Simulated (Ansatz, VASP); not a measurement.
Ge in VASP and in Ansatz

INCAR

```
SYSTEM = Ge
ALGO     = Normal         ! electronic algorithm
EDIFF    = 1E-6           ! SCF threshold, eV
ENCUT    = 520            ! plane-wave cutoff, eV
GGA      = PE             ! functional
ISIF     = 2              ! what is computed and relaxed
ISMEAR   = -1             ! smearing method
LASPH    = .TRUE.         ! aspherical terms in the spheres
LCHARG   = .FALSE.        ! write CHGCAR
LREAL    = .FALSE.        ! projectors in reciprocal space
LWAVE    = .FALSE.        ! write WAVECAR
NBANDS   = 13             ! bands
NELM     = 100            ! most SCF steps
PREC     = Accurate       ! precision mode
SIGMA    = 0.05           ! smearing width, eV
```

File KPOINTS:

```
k-points
0
G
  12 12 12
  0 0 0
```

Contents of POSCAR:

```
Ge
1.0
   -1.6399656558      1.6399656558      1.9099183467
    1.6399656558     -1.6399656558      1.9099183467
    1.6399656558      1.6399656558     -1.9099183467
Ge
1
Direct
    0.5000000000      0.5000000000      0.0000000000
```

input.yaml

```yaml
crystal:
  lattice:
    - [-1.6399656558, 1.6399656558, 1.9099183467]
    - [1.6399656558, -1.6399656558, 1.9099183467]
    - [1.6399656558, 1.6399656558, -1.9099183467]
  atoms:
    - { symbol: Ge, position: [0.5, 0.5, 0.0] }
hamiltonian:
  xc: pbe
  pseudopotentials: { kind: paw, azcp: { folder: soft_1 } }
kpoints:
  mp_grid: { grid: [12, 12, 12] }
scf:
  occupations: { method: fermi_dirac, width: 0.05 }
output:
  forces: true
  stress: true
  eigenvalues: true
```

The cell was built by a generator and needn't be a form met in nature.

Alike in both runs: task single point; functional PBE; k mesh 12 × 12 × 12; occupations fermi-dirac, width 0.05 eV; no spin polarisation.

```csv
,VASP,Ansatz
version,VASP 6.6.1,Ansatz 0.2.0
potentials or method,"VASP PAW PBE potentials, release 64 (Ge_d)",Ansatz PAW soft_1
plane-wave cutoff (eV),520,420
valence electrons in the cell,14,14
```

Ansatz gave:

```
gap on the k mesh at the Fermi level (eV)       : none
pressure (GPa)                                  : -2.6
largest component of the traceless stress (GPa) : 0.61
```

Task: What did VASP give for the same quantities?

Result: gap on the k mesh at the Fermi level (eV): none; pressure (GPa): -2.7; largest component of the traceless stress (GPa): 0.61.

A gap of «none» marks a metal or a gap that the smearing closes.
